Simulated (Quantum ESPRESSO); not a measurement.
Crystal: WC (Qusongite).

```
W C
1.0
     2.90650    0.00000    0.00000
    -1.45325    2.51710    0.00000
     0.00000    0.00000    2.83660
W C
1 1
Direct
  0.00000 0.00000 0.00000
  0.66667 0.33333 0.50000
```

Base run:

| Property | Result |
| --- | --- |
| Program | Quantum ESPRESSO 7.5 |
| Functional | LDA |
| Potentials or basis | GBRV 1.5 LDA |
| Cutoff | 762 eV |
| Density cutoff | 6095 eV |
| k mesh | 10 × 10 × 9 |
| Occupations | fermi-dirac, width 0.05 eV |
| Spin | no spin polarisation |

Its results: band gap on the k mesh none (metal or under the smearing width); pressure -8.7 GPa.

**Question.** The run is repeated on the same cell with these changes: functional from LDA to PBEsol; potentials or basis from GBRV 1.5 LDA to GBRV 1.5 PBEsol. What comes out?

**Answer.** Band gap on the k mesh none (metal or under the smearing width); pressure -2.6 GPa.

Caveats: spin-orbit coupling is left out, which moves the levels of the heavy elements (some runs).
